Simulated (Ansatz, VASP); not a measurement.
# Two plane-wave programs on Ca

INCAR

```
SYSTEM = Ca
PREC = Accurate
ENCUT = 520
EDIFF = 1E-7
ISMEAR = -1
SIGMA = 0.05
LREAL = .FALSE.
LASPH = .TRUE.
NELM = 80
ALGO = Normal
ISIF = 2
LWAVE = .FALSE.
LCHARG = .FALSE.
GGA = PE
NBANDS = 11
```

File KPOINTS:

```
Automatic mesh
0
G
  9 9 9
  0 0 0
```

POSCAR

```
Ca
1.0
   -2.2342240854      2.2342240854      2.2250143716
    2.2342240854     -2.2342240854      2.2250143716
    2.2342240854      2.2342240854     -2.2250143716
Ca
1
Direct
    0.5000000000      0.5000000000      0.0000000000
```

Contents of input.yaml:

```yaml
crystal:
  lattice:
    - [-2.2342240854, 2.2342240854, 2.2250143716]
    - [2.2342240854, -2.2342240854, 2.2250143716]
    - [2.2342240854, 2.2342240854, -2.2250143716]
  atoms:
    - { symbol: Ca, position: [0.5, 0.5, 0.0] }
hamiltonian:
  xc: pbe
  pseudopotentials: { kind: paw }
kpoints:
  mp_grid: { grid: [9, 9, 9] }
scf:
  occupations: { method: fermi_dirac, width: 0.05 }
output:
  forces: true
  stress: true
  eigenvalues: true
```

Change from the starting cell: volume scaled by 1.04.

Alike in both runs: task single point; functional PBE; k mesh 9 × 9 × 9; occupations fermi-dirac, width 0.05 eV; no spin polarisation.

|  | VASP | Ansatz |
| --- | --- | --- |
| version | VASP 6.6.1 | Ansatz 0.2.0 |
| potentials or method | VASP PAW PBE potentials, release 64 (Ca_sv) | Ansatz PAW |
| plane-wave cutoff (eV) | 520 | 420 |
| valence electrons in the cell | 10 | 10 |

|  | VASP | Ansatz | Ansatz less VASP |
| --- | --- | --- | --- |
| gap on the k mesh at the Fermi level (eV) | none | none | - |
| pressure (GPa) | -0.8 | -0.8 | -0.01 |

A gap of «none» marks a metal or a gap that the smearing closes.
